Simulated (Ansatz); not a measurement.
Crystal: MnO2.

```
Mn O
1.0
     2.85496    0.00000    0.00000
    -1.42748    2.47246    0.00000
     0.00000    0.00000   10.22174
Mn O
2 4
Direct
  0.00000 0.00000 0.50000
  0.00000 0.00000 0.00000
  0.66667 0.33333 0.40686
  0.66667 0.33333 0.09314
  0.33333 0.66667 0.59314
  0.33333 0.66667 0.90686
```

Measurements of this composition are mostly on another form, of space group No. 136.

Base run:

| Item | Value |
| --- | --- |
| Program | Ansatz 0.2.0 |
| Functional | PBEsol |
| Potentials or basis | Ansatz PAW |
| Cutoff | 420 eV |
| Density cutoff | 1680 eV |
| k mesh | 11 × 11 × 3 |
| Occupations | fermi-dirac, width 0.05 eV |
| Spin | collinear spin, ferromagnetic start |
| Starting moments | [4.0, 4.0, 0.0, 0.0, 0.0, 0.0] μB |

Its results: band gap on the k mesh 0.80 eV, indirect (least direct gap 0.84 eV); pressure -2.3 GPa; net moment 6.00 μB per cell; site moments Mn +2.49; O +0.05 μB; largest force 0.190 eV/Å.

Problem. The run is repeated on the same cell with these changes: functional from PBEsol to r2SCAN; cutoff from 420 eV to 500 eV; density cutoff from 1680 eV to 2000 eV. What comes out?

Solution. Band gap on the k mesh 2.02 eV, indirect (least direct gap 2.09 eV); pressure -1.0 GPa; net moment 6.00 μB per cell; site moments Mn +2.59; O +0.02 μB; largest force 0.116 eV/Å.

r2SCAN gives the wider gap, since meta-GGAs in the generalised Kohn-Sham scheme recover part of the derivative discontinuity.

Caveats: only a ferromagnetic start was run, and an antiferromagnetic order may lie lower in energy; the PAW data sets come from PBE, with cores solved anew for the run's functional, which leaves a small shift of forces and pressure; the magnetic or orbital state may not be the lowest (some runs).

Not every run made on this cell is shown here.
